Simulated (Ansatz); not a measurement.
## Relaxation of Ti

Level of theory: Ansatz 0.2.0, DFT r2SCAN, scalar-relativistic, plane waves, PAW. Run with 500 eV cutoff, 20×20×20 k-mesh, Gaussian smearing of 0.10 eV, no spin polarisation.

What was changed: relaxed at 50 GPa.

Other phases may be more stable at this pressure.

Command:

```bash
ansatz run input.yaml --threads 1 --pin off --max-ram 2560MiB --backend cpu --events-out ev --progress --plain --runs-dir out
```

Input:

```yaml
crystal:
  lattice:
    - [-1.4948945883, 1.4948945883, 1.4948945883]
    - [1.4948945883, -1.4948945883, 1.4948945883]
    - [1.4948945883, 1.4948945883, -1.4948945883]
  atoms:
    - { symbol: Ti, position: [0.0, 0.0, 0.0] }
basis:
  ecutwfc: 500
kpoints:
  mp_grid: { grid: [20, 20, 20] }
hamiltonian:
  xc: r2scan
scf:
  occupations: { method: gaussian, width: 0.1 }
output:
  forces: true
  stress: true
  eigenvalues: true
relax:
  adjacent_minimum: "off"
  f_tol: 0.008
  max_steps: 50
  cell: { stress_tol: 0.08, p_target: 50.0 }
```

F is the free energy. Steps run on the plane waves of an earlier cell, but the last one, and at times one on the way, on a freshly chosen basis, so a repeated geometry can differ a little in energy. The relaxation lowers the enthalpy F + PV at the target pressure, so F itself can rise.

Steps:

```json
{"step": "1", "F − F(1) (eV)": "0.0000", "largest force component (eV/Å)": "0.000", "V (Å³/atom)": "13.363", "P (GPa)": "41.19"}
{"step": "2", "F − F(1) (eV)": "0.1939", "largest force component (eV/Å)": "0.000", "V (Å³/atom)": "12.701", "P (GPa)": "53.18"}
{"step": "3", "F − F(1) (eV)": "0.1396", "largest force component (eV/Å)": "0.000", "V (Å³/atom)": "12.870", "P (GPa)": "49.95"}
{"step": "4", "F − F(1) (eV)": "0.1398", "largest force component (eV/Å)": "0.000", "V (Å³/atom)": "12.870", "P (GPa)": "49.94"}
```

Relaxed structure:

```
CELL_PARAMETERS angstrom
-1.47630 1.47630 1.47630
1.47630 -1.47630 1.47630
1.47630 1.47630 -1.47630
ATOMIC_POSITIONS crystal
Ti 0.00000 0.00000 0.00000
```

Symmetry: Im-3m, No. 229, cubic system. Conventional cell: a = 2.953 Å, b = 2.953 Å, c = 2.953 Å, α = 90.00°, β = 90.00°, γ = 90.00°. Ti (site symmetry m-3m) is surrounded by 8 Ti at 2.56 Å.

The run converged. Time: 36 s on 1 thread of AMD EPYC (Zen 3) (shared host), peak memory 0.41 GiB.